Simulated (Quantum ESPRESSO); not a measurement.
## CdSe in Quantum ESPRESSO: the effect of functional

The system is CdSe.

```
CELL_PARAMETERS angstrom
0.00000 3.07027 3.07027
3.07027 0.00000 3.07027
3.07027 3.07027 0.00000
ATOMIC_POSITIONS crystal
Cd 0.00000 0.00000 0.00000
Se 0.25000 0.25000 0.25000
```

Measurements of this composition are mostly on another form, of space group No. 186.

Alike in all runs:

- Program: Quantum ESPRESSO 7.5
- Task: phonons
- Cutoff: 612 eV
- Density cutoff: 4898 eV
- k mesh: 6 × 6 × 6, shifted
- Occupations: fermi-dirac, width 0.05 eV
- Spin: no spin polarisation

Each run relaxes the cell or the atoms first.

```tsv
functional	potentials or basis	relaxed volume (Å³/atom)	dielectric constant (mean)	highest phonon frequency (cm⁻¹)
LDA	GBRV 1.5 LDA	27.19	8.42	176
AM05	GBRV 1.5 PBE	28.57	7.91	162
RPBE	GBRV 1.5 PBE	31.12	7.63	144
revPBE	GBRV 1.5 PBE	?	?	?
vdW-DF-cx	GBRV 1.5 PBE	28.53	8.12	165
```

Task: What does the run with functional revPBE give?

Result: Relaxed volume 30.77 Å³/atom; dielectric constant 7.71 mean; highest phonon frequency 147 cm⁻¹.

Caveats: the potentials were made for another functional, which shifts forces and pressure (some runs).

Runs at the PBE level aren't shown here.
